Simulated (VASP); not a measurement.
# LiH (Pm-3m) in VASP: settings compared, part 2 of 2

VASP 6.6.1.

### Step 3. Relaxation of cell and atoms, PBE

This run uses another cell than the first one, of 3.60 Å³/atom, 0.458 times its volume.

Contents of INCAR:

```
SYSTEM = LiH
PREC = Accurate ; ENCUT = 600
EDIFF = 1E-7 ; ISMEAR = -1
SIGMA = 0.02 ; LREAL = .False.
LASPH = .True. ; NELM = 100
ALGO = Fast ; ISIF = 3
LWAVE = .False. ; LCHARG = .False.
GGA = PE ; IBRION = 2
NSW = 80 ; EDIFFG = -0.005
```

Contents of KPOINTS:

```
Automatic mesh
0
Gamma
  12 12 12
  0 0 0
```

Contents of POSCAR:

```
LiH
1.0
    1.9313821427      0.0000000000      0.0000000000
    0.0000000000      1.9313821427      0.0000000000
    0.0000000000      0.0000000000      1.9313821427
Li H
1 1
Direct
    0.0000000000      0.0000000000      0.0000000000
    0.5000000000      0.5000000000      0.5000000000
```

Potentials or basis: VASP PAW PBE potentials, release 64 (Li_sv, H).

Started as:

```bash
> cat potpaw_PBE.64/Li_sv/POTCAR potpaw_PBE.64/H/POTCAR > POTCAR
> mpirun -np 1 vasp_std > vasp.out
```

OUTCAR:

```text
SYSTEM = LiH
   PREC = Accurate
   ENCUT = 600
   EDIFF = 1E-7
   ISMEAR = -1
   LREAL = .False.
   LASPH = .True.
   NELM = 100
   ISIF = 3
   GGA = PE
   IBRION = 2
   NSW = 80
   EDIFFG = -0.005

 ion  position               nearest neighbor table
   1  0.000  0.000  0.000-   2 1.67   2 1.67   2 1.67   2 1.67   2 1.67   2 1.67   2 1.67   2 1.67

   2  0.500  0.500  0.500-   1 1.67   1 1.67   1 1.67   1 1.67   1 1.67   1 1.67   1 1.67   1 1.67

  LATTYP: Found a simple cubic cell.
 ALAT       =     1.9313821427

  Lattice vectors:

 A1 = (   1.9313821427,   0.0000000000,   0.0000000000)
 A2 = (   0.0000000000,   1.9313821427,   0.0000000000)
 A3 = (   0.0000000000,   0.0000000000,   1.9313821427)

Analysis of symmetry for initial positions (statically):
=====================================================================
 Subroutine PRICEL returns:
 Original cell was already a primitive cell.

 Routine SETGRP: Setting up the symmetry group for a
 simple cubic supercell.

 Subroutine GETGRP returns: Found 48 space group operations
 (whereof 48 operations were pure point group operations)
 out of a pool of 48 trial point group operations.

The static configuration has the point symmetry O_h .

Analysis of symmetry for dynamics (positions and initial velocities):
=====================================================================
 Subroutine PRICEL returns:
 Original cell was already a primitive cell.

 Routine SETGRP: Setting up the symmetry group for a
 simple cubic supercell.

 Subroutine GETGRP returns: Found 48 space group operations
 (whereof 48 operations were pure point group operations)
 out of a pool of 48 trial point group operations.

The dynamic configuration has the point symmetry O_h .

 Subroutine INISYM returns: Found 48 space group operations
 (whereof 48 operations are pure point group operations),
 and found     1 'primitive' translations

----------------------------------------------------------------------------------------

                                     Primitive cell

  volume of cell :       7.2045

  direct lattice vectors                    reciprocal lattice vectors
     1.931382143  0.000000000  0.000000000     0.517763926  0.000000000  0.000000000
     0.000000000  1.931382143  0.000000000     0.000000000  0.517763926  0.000000000
     0.000000000  0.000000000  1.931382143     0.000000000  0.000000000  0.517763926

  length of vectors
     1.931382143  1.931382143  1.931382143     0.517763926  0.517763926  0.517763926

  position of ions in fractional coordinates (direct lattice)
     0.000000000  0.000000000  0.000000000
     0.500000000  0.500000000  0.500000000

  ion indices of the primitive-cell ions
   primitive index   ion index
                 1           1
                 2           2

----------------------------------------------------------------------------------------

 KPOINTS: Automatic mesh

Automatic generation of k-mesh.
 Grid dimensions read from file:
 generate k-points for:   12   12   12

 Generating k-lattice:

  Cartesian coordinates                     Fractional coordinates (reciprocal lattice)
     0.043146994  0.000000000  0.000000000     0.083333333  0.000000000  0.000000000
     0.000000000  0.043146994  0.000000000     0.000000000  0.083333333  0.000000000
     0.000000000  0.000000000  0.043146994     0.000000000  0.000000000  0.083333333

  Length of vectors
     0.043146994  0.043146994  0.043146994

  Shift w.r.t. Gamma in fractional coordinates (k-lattice)
     0.000000000  0.000000000  0.000000000

 Subroutine IBZKPT returns following result:
 ===========================================

 Found     84 irreducible k-points:

 Following reciprocal coordinates:
            Coordinates               Weight
  0.000000  0.000000  0.000000      1.000000
  0.083333  0.000000  0.000000      6.000000
  0.166667  0.000000  0.000000      6.000000
  0.250000  0.000000  0.000000      6.000000
  0.333333  0.000000  0.000000      6.000000
  0.416667  0.000000  0.000000      6.000000
[... 16 lines left out ...]
  0.333333  0.333333  0.000000     12.000000
  0.416667  0.333333  0.000000     24.000000
 [... further k-points ...]
   k-points           NKPTS =     84   k-points in BZ     NKDIM =     84   number of bands    NBANDS=      6
   number of dos      NEDOS =    301   number of ions     NIONS =      2
   total plane-waves  NPLWV =   4096
   dimension x,y,z NGX =    16 NGY =   16 NGZ =   16
   dimension x,y,z NGXF=    32 NGYF=   32 NGZF=   32
   ions per type =               1   1
   NGX,Y,Z   is equivalent  to a cutoff of  13.77, 13.77, 13.77 a.u.
   NGXF,Y,Z  is equivalent  to a cutoff of  27.54, 27.54, 27.54 a.u.
 SYSTEM =  LiH
   PREC   = accura    normal or accurate (medium, high low for compatibility)
   ISTART =      0    job   : 0-new  1-cont  2-samecut
   ICHARG =      2    charge: 1-file 2-atom 10-const
   ISPIN  =      1    spin polarized calculation?
   LNONCOLLINEAR =      F non collinear calculations
   LSORBIT =      F    spin-orbit coupling
   LASPH  =      T    aspherical Exc in radial PAW
   ENCUT  =  600.0 eV  44.10 Ry    6.64 a.u.   3.86  3.86  3.86*2*pi/ulx,y,z
   NELM   =    100;   NELMIN=  2; NELMDL= -5     # of ELM steps
   EDIFF  = 0.1E-06   stopping-criterion for ELM
   LREAL  =      F    real-space projection
   EDIFFG = -.5E-02   stopping-criterion for IOM
   NSW    =     80    number of steps for IOM
   IBRION =      2    ionic relax: 0-MD 1-quasi-New 2-CG
   NFREE  =      1    steps in history (QN), initial steepest desc. (CG)
   ISIF   =      3    stress and relaxation
   ISYM   =      2    0-nonsym 1-usesym 2-fastsym
   POTIM  = 0.5000    time-step for ionic-motion
   TEBEG  =    0.0;   TEEND  =   0.0 temperature during run
   PSTRESS=    0.0 pullay stress
   NELECT =       4.0000    total number of electrons
   NUPDOWN=      -1.0000    fix difference up-down
   EMIN   =  10.00;   EMAX   =-10.00  energy-range for DOS
   EFERMI =   0.00;   METHOD = LEGACY
   ISMEAR =    -1;   SIGMA  =   0.02  broadening in eV -4-tet -1-fermi 0-gaus
   EFERMI_NEDOS =   21; number of points for ismear=-14 and -15
   IALGO  =     68    algorithm
   IMIX   =      4    mixing-type and parameters
     AMIX     =   0.40;   BMIX     =  1.00
     AMIX_MAG =   1.60;   BMIX_MAG =  1.00
  volume/ion in A,a.u.               =       3.60        24.31
  Fermi-wavevector in a.u.,A,eV,Ry     =   1.345530  2.542682 24.632669  1.810450
  Thomas-Fermi vector in A             =   2.473435
   LORBIT       =      0    0 simple, 1 ext, 2 COOP (PROOUT), +10 PAW based schemes
   GGA     = PE    functional components
   LHFCALC =     F    Hartree Fock is set to
   AEXX    =    0.0000 exact exchange contribution
   IVDW    =     0    specifies the selected vdW correction
   LEPSILON=     F    determine dielectric tensor
   LRPA    =     F    only Hartree local field effects (RPA)
 conjugate gradient relaxation of ions
 non-spin polarized calculation
 RMM-DIIS sequential band-by-band and
  energy-cutoff  :      600.00
  volume of cell :        7.20
 maximum number of plane-waves:       280
 NGX is ok and might be reduce to    16
   NGX =  7   NGY =  7   NGZ =  7

--------------------------------------- Ionic step        1  -------------------------------------------

 number of electron       3.9999990 magnetization

 Free energy of the ion-electron system (eV)
  ---------------------------------------------------
  ext. energy  EPLUGINS =         0.00000000
  ---------------------------------------------------
  free energy    TOTEN  =        -4.13192662 eV

  energy without entropy =       -4.13184132  energy(sigma->0) =       -4.13188397

 E-fermi :  10.9717     XC(G=0): -11.5129

 val. band max:       10.8591030696   @ k =   0.5000   0.5000   0.0000
 cond. band min:      11.0193909438   @ k =   0.5000   0.4167   0.0000
 fundamental gap:      0.1602878742
 Fermi energy:        10.9717249321

 k-point     1 :       0.0000    0.0000    0.0000
  band No.  band energies     occupation
      1     -40.2790      2.00000
      2      -3.0293      2.00000
      3      28.7119      0.00000
      4      28.7119      0.00000
      5      28.7119      0.00000
      6      33.1803      0.00000
[... 573 lines left out ...]
  energy  without entropy=       -5.5427678685  energy(sigma->0) =       -5.54276787

--------------------------------------- Ionic step        5  -------------------------------------------

 number of electron       4.0000028 magnetization

 Free energy of the ion-electron system (eV)
  ---------------------------------------------------
  ext. energy  EPLUGINS =         0.00000000
  ---------------------------------------------------
  free energy    TOTEN  =        -5.54325236 eV

  energy without entropy =       -5.54325236  energy(sigma->0) =       -5.54325236

 E-fermi :   4.8913     XC(G=0):  -9.0389

 val. band max:        4.4951892397   @ k =   0.5000   0.5000   0.5000
 cond. band min:       5.5435374010   @ k =   0.5000   0.0833   0.0000
 fundamental gap:      1.0483481612
 Fermi energy:         4.8912839376

 k-point     1 :       0.0000    0.0000    0.0000
  band No.  band energies     occupation
      1     -44.0369      2.00000
      2      -5.0699      2.00000
      3      17.0830      0.00000
      4      17.0830      0.00000
      5      17.0830      0.00000
      6      18.7139      0.00000
[... 236 lines left out ...]
  FREE ENERGIE OF THE ION-ELECTRON SYSTEM (eV)
  ---------------------------------------------------
  free  energy   TOTEN  =        -5.5432523556 eV

  energy  without entropy=       -5.5432523556  energy(sigma->0) =       -5.54325236

 reached required accuracy - stopping structural energy minimisation
```

Run time: 10 s. Hardware: 1 thread of Intel Xeon Platinum 8488C (Sapphire Rapids), shared host; peak memory 0.11 GiB.

What came out:

```yaml
Free_energy: -5.5433 eV
Relaxed_volume: 6.97 Å³/atom
Relaxed_cell: a = 2.407 Å, b = 2.407 Å, c = 2.407 Å, α = 90.00°, β = 90.00°, γ = 90.00°
Space_group_after_relaxing_to_0.05_Å: Pm-3m (No. 221)
Energy_gained_by_relaxing: 705.7 meV/atom
Ionic_steps: 5
Pressure_after_relaxing: 0.0 GPa
Band_gap_on_the_k_mesh: 1.05 eV, indirect (least direct gap 4.27 eV)
```

Step by step:
```csv
step,energy change (eV),largest force (eV/Å),pressure (GPa),volume (Å³)
1,0.0000,0.0000,101.55,7.20
2,-1.0444,0.0000,35.52,9.86
3,-1.3903,0.0000,6.20,12.80
4,-1.4108,0.0000,0.85,13.77
5,-1.4113,0.0000,0.01,13.94
```

Final structure:
```
CELL_PARAMETERS angstrom
2.40696 0.00000 0.00000
0.00000 2.40696 0.00000
0.00000 0.00000 2.40696
ATOMIC_POSITIONS crystal
Li 0.00000 0.00000 0.00000
H 0.50000 0.50000 0.50000
```

Levels at points of the mesh, in eV from the valence-band top:
```
           k point  band 1  band 2  band 3  band 4  band 5
(0.00, 0.00, 0.00)  -48.53   -9.57   12.59   12.59   12.59
(0.50, 0.00, 0.00)  -48.45   -7.37    1.07   12.33   17.29
(0.50, 0.50, 0.00)  -48.38   -3.01    1.27    1.27   10.57
(0.50, 0.50, 0.50)  -48.32    0.00    6.59    6.59    6.59
```

Caveat: the cutoff is under 1.25 times the usual one of these potentials, so pressure, stress and relaxed cells hold a basis-set (Pulay) error; the volume moved by over 15 % at a fixed basis, so the end points are rough.

### Step 4. Single point, r2SCANh

This run uses another cell than the first one, of 7.83 Å³/atom, 0.995 times its volume.

Contents of POSCAR:

```
LiH
1.0
    2.5016587118      0.0000000000      0.0000000000
    0.0000000000      2.5016587118      0.0000000000
    0.0000000000      0.0000000000      2.5016587118
Li H
1 1
Direct
    0.0000000000      0.0000000000      0.0000000000
    0.5000000000      0.5000000000      0.5000000000
```

Contents of INCAR.step1:

```
SYSTEM = LiH
ALGO = Normal
EDIFF = 1E-5
ENCUT = 520
GGA = PE
ISIF = 2
ISMEAR = 0
LASPH = .TRUE.
LREAL = .FALSE.
LWAVE = .TRUE.
NBANDS = 9
NELM = 100
PREC = Accurate
SIGMA = 0.01
```

Contents of INCAR.step2:

```
SYSTEM = LiH
AEXX = 0.1
ALGO = Normal
EDIFF = 1E-6
ENCUT = 520
HFRCUT = -1
ISIF = 2
ISMEAR = 0
ISTART = 1
LASPH = .TRUE.
LCHARG = .TRUE.
LELF = .TRUE.
LHFCALC = .TRUE.
LMIXTAU = .TRUE.
LREAL = .FALSE.
LVHAR = .TRUE.
LWAVE = .FALSE.
METAGGA = R2SCAN
NBANDS = 9
NELM = 100
PREC = Accurate
PRECFOCK = Normal
SIGMA = 0.01
```

Contents of KPOINTS:

```
k-points
0
G
  8 8 8
  0 0 0
```

Potentials or basis: VASP PAW PBE potentials, release 64 (Li_sv, H).

Started as:

```bash
> cat potpaw_PBE.64/Li_sv/POTCAR potpaw_PBE.64/H/POTCAR > POTCAR
> cp INCAR.step1 INCAR
> mpirun -np 1 vasp_std > vasp.out
> cp INCAR.step2 INCAR
> mpirun -np 1 vasp_std > vasp.out
```

OUTCAR:

```text
SYSTEM = LiH
   AEXX = 0.1
   EDIFF = 1E-6
   ENCUT = 520
   ISIF = 2
   ISMEAR = 0
   ISTART = 1
   LASPH = .TRUE.
   LHFCALC = .TRUE.
   LREAL = .FALSE.
   METAGGA = R2SCAN
   NELM = 100
   PREC = Accurate
   PRECFOCK = Normal

 ion  position               nearest neighbor table
   1  0.000  0.000  0.000-
   2  0.500  0.500  0.500-

  LATTYP: Found a simple cubic cell.
 ALAT       =     2.5016587118

  Lattice vectors:

 A1 = (   2.5016587118,   0.0000000000,   0.0000000000)
[... 474 lines left out ...]
      3       5.9814      0.00000
      4       7.8909      0.00000
      5      14.2397      0.00000
      6      20.7109      0.00000
      7      24.0430      0.00000
      8      27.2524      0.00000
      9      27.4846      0.00000

 [... further k-points ...]
[... 5 lines left out ...]
  --------------------------------------------------------------------------------------
  -------------------------------------------------------------------------------------
  Total       -0.0448831     -0.0448831     -0.0448831     -0.0000000     -0.0000000      0.0000000
  in kB       -4.5931368     -4.5931368     -4.5931368     -0.0000000     -0.0000000      0.0000000
  external PRESSURE =      -4.5931368 kB  Pullay stress =       0.0000000 kB

 VOLUME and BASIS-vectors are now :
 -----------------------------------------------------------------------------
  energy-cutoff  :      520.00
  volume of cell :       15.66
      direct lattice vectors                 reciprocal lattice vectors
     2.501658712  0.000000000  0.000000000     0.399734782  0.000000000  0.000000000
     0.000000000  2.501658712  0.000000000     0.000000000  0.399734782  0.000000000
     0.000000000  0.000000000  2.501658712     0.000000000  0.000000000  0.399734782

 POSITION                                       TOTAL-FORCE (eV/Angst)
 -----------------------------------------------------------------------------------
      0.00000      0.00000      0.00000         0.000000      0.000000      0.000000
      1.25083      1.25083      1.25083         0.000000      0.000000      0.000000
 -----------------------------------------------------------------------------------
    total drift:                                0.000000      0.000000      0.000000

  FREE ENERGIE OF THE ION-ELECTRON SYSTEM (eV)
  ---------------------------------------------------
  free  energy   TOTEN  =        -6.6465034018 eV

  energy  without entropy=       -6.6465034018  energy(sigma->0) =       -6.64650340
```

OUTCAR.step1:

```text
SYSTEM = LiH
   EDIFF = 1E-5
   ENCUT = 520
   GGA = PE
   ISIF = 2
   ISMEAR = 0
[... 512 lines left out ...]
      0.00000      0.00000      0.00000         0.000000      0.000000      0.000000
      1.25083      1.25083      1.25083         0.000000      0.000000      0.000000
 -----------------------------------------------------------------------------------
    total drift:                                0.000000      0.000000      0.000000

  FREE ENERGIE OF THE ION-ELECTRON SYSTEM (eV)
  ---------------------------------------------------
  free  energy   TOTEN  =        -5.6585370696 eV

  energy  without entropy=       -5.6585370696  energy(sigma->0) =       -5.65853707
```

OSZICAR.step1:

```text
N       E                     dE             d eps       ncg     rms          rms(c)
DAV:   1    -0.217766788214E+01   -0.21777E+01   -0.13733E+03   686   0.382E+02
DAV:   2    -0.588375604188E+01   -0.37061E+01   -0.36882E+01   849   0.512E+01
DAV:   3    -0.592441678754E+01   -0.40661E-01   -0.40569E-01   751   0.439E+00
DAV:   4    -0.592455890736E+01   -0.14212E-03   -0.14211E-03   791   0.259E-01
DAV:   5    -0.592455960535E+01   -0.69799E-06   -0.69798E-06   773   0.137E-02    0.282E+00
DAV:   6    -0.572737731243E+01    0.19718E+00   -0.16220E-01   722   0.121E+00    0.140E+00
DAV:   7    -0.565745993715E+01    0.69917E-01   -0.21294E-01   735   0.153E+00    0.225E-01
DAV:   8    -0.565861194394E+01   -0.11520E-02   -0.40679E-03   739   0.426E-01    0.533E-02
DAV:   9    -0.565853723831E+01    0.74706E-04   -0.28908E-04   834   0.567E-02    0.597E-03
DAV:  10    -0.565853706962E+01    0.16869E-06   -0.67435E-06   549   0.190E-02
   1 F= -.56585371E+01 E0= -.56585371E+01  d E =0.000000E+00
```

Run time: 3.4 min. Hardware: 1 thread of Intel Xeon Platinum 8488C (Sapphire Rapids), shared host; peak memory 0.13 GiB.

Results:

```yaml
Free_energy: -6.6465 eV
Band_gap_on_the_k_mesh: 1.80 eV, indirect (least direct gap 5.52 eV)
```

Caveat: the cutoff is under 1.25 times the usual one of these potentials, so pressure, stress and relaxed cells hold a basis-set (Pulay) error; the PAW data sets were made with another functional, which shifts forces and pressure a little. A k mesh can miss the band edges.

### Step 5. Single point, PBEsol

This run uses another cell than the first one, of 7.73 Å³/atom, 0.983 times its volume.

Contents of INCAR:

```
SYSTEM = LiH
ALGO     = Normal         ! electronic algorithm
EDIFF    = 1E-6           ! SCF threshold, eV
ENCUT    = 520            ! plane-wave cutoff, eV
GGA      = PS             ! functional
ISIF     = 2              ! what is computed and relaxed
ISMEAR   = -1             ! smearing method
LASPH    = .TRUE.         ! aspherical terms in the spheres
LCHARG   = .FALSE.        ! write CHGCAR
LREAL    = .FALSE.        ! projectors in reciprocal space
LWAVE    = .FALSE.        ! write WAVECAR
NBANDS   = 9              ! bands
NELM     = 100            ! most SCF steps
PREC     = Accurate       ! precision mode
SIGMA    = 0.02           ! smearing width, eV
```

Contents of KPOINTS:

```
k-points
0
G
  10 10 10
  0 0 0
```

Contents of POSCAR:

```
LiH
1.0
    2.4913416151      0.0000000000      0.0000000000
    0.0000000000      2.4913416151      0.0000000000
    0.0000000000      0.0000000000      2.4913416151
Li H
1 1
Direct
    0.0000000000      0.0000000000      0.0000000000
    0.5000000000      0.5000000000      0.5000000000
```

Started as:

```bash
> cat potpaw_PBE.64/Li_sv/POTCAR potpaw_PBE.64/H/POTCAR > POTCAR
> mpirun -np 1 vasp_std > vasp.out
```

Run time: 4.1 s. Hardware: 1 thread of Intel Xeon Platinum 8488C (Sapphire Rapids), shared host; peak memory 0.11 GiB.

The run converged. Its results:

```yaml
Free_energy: -5.6692 eV
Band_gap_on_the_k_mesh: 0.47 eV, indirect (least direct gap 4.02 eV)
```

Levels at points of the mesh, in eV from the valence-band top:
```
           k point  band 1  band 2  band 3  band 4  band 5
(0.00, 0.00, 0.00)  -47.61   -9.09   11.81   11.81   11.81
(0.50, 0.00, 0.00)  -47.55   -6.82    0.47   11.43   16.14
(0.50, 0.50, 0.00)  -47.49   -2.78    1.25    1.25    8.95
(0.50, 0.50, 0.50)  -47.45    0.00    6.17    6.17    6.17
```

Caveat: the cutoff is under 1.25 times the usual one of these potentials, so pressure, stress and relaxed cells hold a basis-set (Pulay) error; the PAW data sets were made with another functional, which shifts forces and pressure a little. A hybrid or GW would open this gap; PBEsol tends to underestimate it.

### Step 6. Overview

| task | level | cell | k mesh | cutoff (eV) | smearing | exchange at q = 0 | grid for exact exchange (PRECFOCK) | gap on the mesh (eV) |
| --- | --- | --- | --- | --- | --- | --- | --- | --- |
| single point | PBE | Pm-3m, 7.87 Å³/atom | 12 × 12 × 12 | 520 | fermi-dirac 0.02 eV | - | - | 0.73 |
| relaxation of cell and atoms | PBE | relaxed | 12 × 12 × 12 | 600 | fermi-dirac 0.02 eV | - | - | 1.05 |
| single point | r2SCANh | Pm-3m, 7.83 Å³/atom | 8 × 8 × 8 | 520 | gaussian 0.01 eV | truncated | Normal | 1.80 |
| single point | PBEsol | Pm-3m, 7.73 Å³/atom | 10 × 10 × 10 | 520 | fermi-dirac 0.02 eV | - | - | 0.47 |

Alike in all rows: potentials or basis VASP PAW PBE potentials, release 64 (Li_sv, H); no spin polarisation.

On the cell as given the gap runs from 0.47 eV (PBEsol) to 1.80 eV (r2SCANh); the meshes differ, which moves gaps too.

Caveats: the cutoff is under 1.25 times the usual one of these potentials, so pressure, stress and relaxed cells hold a basis-set (Pulay) error; the PAW data sets were made with another functional, which shifts forces and pressure a little (some runs); the volume moved by over 15 % at a fixed basis, so the end points are rough (some runs).

Total energies depend on the potentials used, so only differences within one code and one set of settings carry meaning.
